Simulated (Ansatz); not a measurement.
An Ansatz input:

```yaml
crystal:
  lattice:
    - [0.0, 1.8481601062, 1.8481601062]
    - [1.8481601062, 0.0, 1.8481601062]
    - [1.8481601062, 1.8481601062, 0.0]
  atoms:
    - { symbol: Cr, position: [0.0, 0.0, 0.0], spin: 1.5 }
hamiltonian:
  xc: rpbe
  pseudopotentials:
    kind: paw
    azcp:
      Cr: "pseudopotentials/Cr.paw.azcp"
basis:
  ecutwfc: 420
  fft_grid_basis: typed
kpoints:
  mp_grid: { grid: [17, 17, 17], shift: [0, 0, 0] }
magnetization:
  spin_polarized: true
scf:
  occupations: { method: fermi_dirac, width: 0.05 }
  lower_state_search: "off"
output:
  stress: true
```

Output

```
Engine: ansatz 0.2.0, aarch64-unknown-linux-gnu
Pseudopotentials: kind: paw
Pseudopotential: Cr, paw, valence charge 14, recommended cutoff 420 eV (normal) 
Functional definition: RPBE
  parameter kappa = 0.804
  parameter beta = 0.06672455060314922
  exchange = rpbe_x(kappa = kappa, mu = beta*pi^2/3)
  correlation = pbe_c(beta = beta)
Crystal: 1 atoms, lattice volume = 12.626 Å³
Basis set: ecut = 420 eV, 259 PW (Γ)
Bands: 12, of which v1, the nominal top of the filled ones, is band 7 counted from 1 (6 counted from 0)
Symmetry: 48 space group operations
Space group: Fm-3m (ITA 225), of the structure as read, at distance tolerance 2.3e-5 Å
Magnetic group: BNS 225.116 (UNI 1618), of the structure as read, at distance tolerance 2.3e-5 Å
k-points: 165 of 4913
Non-local potential: Cr, projectors of the file, l = 0: 3, l = 1: 2, l = 2: 3, l = 3: 1
PAW form: soft (Blöchl's): semilocal exchange-correlation on the pseudo side does not see the compensation charge
PAW frozen core: Cr, regenerated for the run's functional, and the local potential with it (the file was generated under x = pbe(κ = 0.804, μ = 0.2195149727645171), c = pbe(β = 0.06672455060314922))
PAW one-centre angular grid: Cr, 590 points (default); XC on 64 Gauss nodes
Initial density: superposition of atomic densities (chi_scale 0.1, normalization cell)
Starting moments: Σ|m| = 1.5 μB on 1 of 1 site
Initial wavefunctions: pseudopotential atomic-orbital guess
Functional: x = rpbe, c = pbe(β = 0.06672455060314922)
SCF iter   1: F=—  HF=-3383.214882 eV  |F-HF|=—  |Δ(HF+E_count)|=         —  Δρ=1.93e-1 (↑1.93e-1 ↓5.82e-2)  dr2=5.86e0  dr2_m=7.84e-1  M=0.742 μB ∫|m|=0.743 μB  β_m=0.30  ethr=3.10e-3  ⟨swp⟩=3.8  Hψ=18337  notcnv=0
SCF iter   2: F=—  HF=-3381.773606 eV  |F-HF|=—  |Δ(HF+E_count)|=    1.44e0  Δρ=5.19e-2 (↑5.19e-2 ↓4.40e-2)  dr2=1.39e-1  dr2_m=2.17e-1  M=0.867 μB ∫|m|=0.868 μB  β_m=0.30  ethr=3.10e-3  ⟨swp⟩=2.0  Hψ=10460  notcnv=0  defer=105
SCF iter   3: F=—  HF=-3381.773247 eV  |F-HF|=—  |Δ(HF+E_count)|=   3.59e-4  Δρ=3.84e-2 (↑3.45e-2 ↓3.84e-2)  dr2=3.10e-2  dr2_m=1.36e-1  M=0.822 μB ∫|m|=0.823 μB  β_m=0.30  ethr=9.93e-4  ⟨swp⟩=2.0  Hψ=6069  notcnv=0  defer=92
SCF iter   4: F=—  HF=-3381.778135 eV  |F-HF|=—  |Δ(HF+E_count)|=   4.89e-3  Δρ=2.96e-2 (↑2.96e-2 ↓2.86e-2)  dr2=2.28e-4  dr2_m=9.79e-2  M=0.765 μB ∫|m|=0.767 μB  β_m=0.30  ethr=2.21e-4  ⟨swp⟩=3.0  Hψ=7624  notcnv=0  defer=92
SCF iter   5: F=—  HF=-3381.789697 eV  |F-HF|=—  |Δ(HF+E_count)|=   1.16e-2  Δρ=2.50e-2 (↑2.48e-2 ↓2.50e-2)  dr2=8.72e-5  dr2_m=7.15e-2  M=0.716 μB ∫|m|=0.718 μB  β_m=0.30  ethr=1.63e-6  ⟨swp⟩=1.5  Hψ=5423  notcnv=0  defer=92
SCF iter   6: F=—  HF=-3381.798153 eV  |F-HF|=—  |Δ(HF+E_count)|=   8.46e-3  Δρ=2.18e-2 (↑2.15e-2 ↓2.18e-2)  dr2=1.85e-5  dr2_m=5.43e-2  M=0.669 μB ∫|m|=0.671 μB  β_m=0.30  ethr=6.23e-7  ⟨swp⟩=2.2  Hψ=5766  notcnv=0  defer=92
...
SCF iter  16: F=-3381.835841 eV  HF=-3381.835841 eV  |F-HF|=1.85e-8  |Δ(HF+E_count)|=   9.55e-7  Δρ=2.48e-5 (↑2.28e-5 ↓2.48e-5)  dr2=1.20e-9  dr2_m=6.49e-8  M=-0.002 μB ∫|m|=0.002 μB  β_m=0.99  ethr=1.75e-11  ⟨swp⟩=4.0  Hψ=10619  notcnv=0
iter 17 did not close the SCF: its close was put off for a magnetic moment that had not settled (scf_convergence_deferred on its scf_iter line)
SCF iter  17: F=-3381.835841 eV  HF=-3381.835841 eV  |F-HF|=6.63e-10  |Δ(HF+E_count)|=   1.31e-7  Δρ=4.68e-6 (↑4.63e-6 ↓4.68e-6)  dr2=4.98e-11  dr2_m=2.45e-9  M=-0.000 μB ∫|m|=0.000 μB  β_m=0.99  ethr=8.60e-12  ⟨swp⟩=1.0  Hψ=12104  notcnv=0
iter 18 did not close the SCF: its close was put off for a magnetic moment that had not settled (scf_convergence_deferred on its scf_iter line)
SCF iter  18: F=-3381.835841 eV  HF=-3381.835841 eV  |F-HF|=1.77e-11  |Δ(HF+E_count)|=   5.06e-9  Δρ=7.06e-7 (↑7.06e-7 ↓6.87e-7)  dr2=5.06e-13  dr2_m=5.55e-11  M=-0.000 μB ∫|m|=0.000 μB  β_m=1.00  ethr=1.00e-12  ⟨swp⟩=1.0  Hψ=11583  notcnv=0
SCF iter  19: F=-3381.835841 eV  HF=-3381.835841 eV  |F-HF|=4.55e-13  |Δ(HF+E_count)|=  1.31e-10  Δρ=8.10e-8 (↑6.43e-8 ↓8.10e-8)  dr2=7.77e-14  dr2_m=5.93e-13  M=-0.000 μB ∫|m|=0.000 μB  ethr=1.00e-12  ⟨swp⟩=1.0  Hψ=10048  notcnv=0
WARN: the starting moments were not kept: the SCF closed with an absolute magnetisation of 6.7e-6 μB, where they sum to 1.5 μB in size (1 site). That is at most 0.1 of that sum. Measured as dr2_m measures the in/out step, that magnetisation stands 3.7e-11 eV from none, at or under the dr2_threshold of 1.0e-7 eV: it is no larger than a step whose dr2_m would equal this threshold. The system may hold no moment; this SCF shows only that its start led to no more than that. To try another start: raise the starting moments (crystal.atoms[].spin, magnetization.per_species, magnetization.initial_magnetization, or on a non-collinear deck that types none of these the spinor_matrix: blocks that start its atoms; where the total moment is fixed, keep their sum and leave initial_magnetization as it is; typed ones take the place of any that the run laid by itself, positive ones on a crystal's lanthanoids without a Hubbard term where scf.initial_density.shell_occupations: [] is typed) or, if the notice of its spin-set hold's release reads "site moments contracting" or "site moments show no strong build", lengthen the hold (scf.mixing.spin_hold: { on: { confirm: 4 } }; for m-r²SCAN on two components see the key's manual first). Each may lead to a state that holds a moment. A second SCF, from the converged charge density, with the starting moments and any scf.initial_density.shell_occupations laid on it anew, would have followed, and was not run: the deck does not ask for one (magnetization.retry_lost_moments is false, the default). To let it run, set magnetization.retry_lost_moments: true and run the deck again, where that key's refused combinations let it; where memory then withholds it, that run's warning says so.
SCF 1 converged in 19 iterations: F = -3381.835841 eV  dr2 = 7.77e-14
SCF converged after 19 iterations
Magnetization: -0.0000 μB (7.0000 up, 7.0000 down)
Absolute magnetization: 0.0000 μB (∫|ρ↑−ρ↓|)
Spin contamination: 0.0000 ħ² per cell (⟨S²⟩ above its minimum at these occupations)
Per-site moments (μB) at R_I (Å): [(-6.027841053495883e-6, 1.0781483986452876)]
Free energy (F): -3381.835841 eV
Harris-Foulkes:  -3381.835841 eV  (|F-HF|=4.55e-13)
Internal energy: -3381.818747 eV  (E = F + TS)
E sigma→0 (E₀):  -3381.827294 eV
Entropy (-TS):   -0.017095 eV (-17.095 meV/atom)
Fermi energy:    17.395398 eV
--- Per-component energies (eV) ---
  E_band       = -167.716138
  E_kinetic    = 341.475277
  E_local      = -1252.984135  (includes V_loc(G=0)·N_el)
  E_nonlocal   = 77.505709
  E_hartree    = 541.159872
  E_xc         = -139.502798
  E_vxc        = -177.641613  (∫ρ·V_xc dr)
  E_paw        = -1199.033267  (= ΣΔE_a)
  E_vpaw       = -238.391457  (= ΣTr[D̂ρ^β])
  E_aug_tail   = 0.000325  (compensation charges beyond the density's cutoff)
  E_ewald      = -1750.388953
  E_core_change = -0.050776  (= ΣΔE_core)
  E_smearing   = -0.017095  (= −TS)
  E_closure    = -0.000000  (closes the sum)
  Σ components = -3381.835841   (vs F -3381.835841, Δ=0.00e0)
--- Stress (GPa, compression-positive) ---
       -8.124669       0.000000       0.000000
        0.000000      -8.124669       0.000000
       -0.000000      -0.000000      -8.124669
  P = ⅓ Tr σ = -8.1247 GPa (-81.247 kbar)
```
